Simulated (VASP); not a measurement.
A run of VASP 6.6.1 is set up as follows.

Contents of INCAR:

```
PREC = Accurate
ENCUT = 520
EDIFF = 1E-6
ISMEAR = 1
SIGMA = 0.1
LREAL = False
LASPH = True
NELM = 80
ALGO = Normal
ISIF = 2
LWAVE = False
LCHARG = False
GGA = PE
IVDW = 12
NBANDS = 22
ICORELEVEL = 1
```

Contents of KPOINTS:

```
regular mesh
0
Gamma
  12 12 10
```

Contents of POSCAR:

```
Bi                                      
1.0
    2.2656626712      1.3080809576      3.8879168449
   -2.2656626712      1.3080809576      3.8879168449
    0.0000000000     -2.6161619055      3.8879168449
  Bi            
     2
Direct
     0.2372661059115935    0.2372661059115935    0.2372661059115934
     0.7627338940884066    0.7627338940884066    0.7627338940884066
```

KPOINTS_OPT

```
explicit points
143
Reciprocal
 0.0000000000  0.0000000000  0.0000000000 1
 0.0357142857  0.0000000000  0.0000000000 1
 0.0714285714  0.0000000000  0.0000000000 1
 0.1071428571  0.0000000000  0.0000000000 1
 0.1428571429  0.0000000000  0.0000000000 1
 0.1785714286  0.0000000000  0.0000000000 1
[... 135 lines left out ...]
 0.6298282752  0.6298282752  0.2403434497 1
 0.6298282752  0.3701717248  0.0000000000 1
```

Potentials or basis: VASP PAW PBE potentials, release 64 (Bi_d).

Command:

```bash
$ cat potpaw_PBE.64/Bi_d/POTCAR > POTCAR
$ mpirun -np 1 vasp_std > vasp.out
```

Question: What does it give for the dispersion energy per atom?

Answer: -0.462 eV.

Question: Predict the pressure.

Answer: -0.1 GPa.

Core levels (eV, on the scale of the bands):
```
atom                                                                                                                                      levels
1 Bi  1s -90628.9, 2s -16271.6, 2p -13912.0, 3s -3919.6, 3p -3245.8, 3d -2570.7, 4s -891.3, 4p -670.6, 4d -418.9, 4f -141.7, 5s -146.8, 5p -84.9
2 Bi  1s -90628.9, 2s -16271.6, 2p -13912.0, 3s -3919.6, 3p -3245.8, 3d -2570.7, 4s -891.3, 4p -670.6, 4d -418.9, 4f -141.7, 5s -146.8, 5p -84.9
```

Caveat: spin-orbit coupling is left out, which moves the levels of the heavy elements; pairwise dispersion overbinds metals, which lowers pressure and volume.
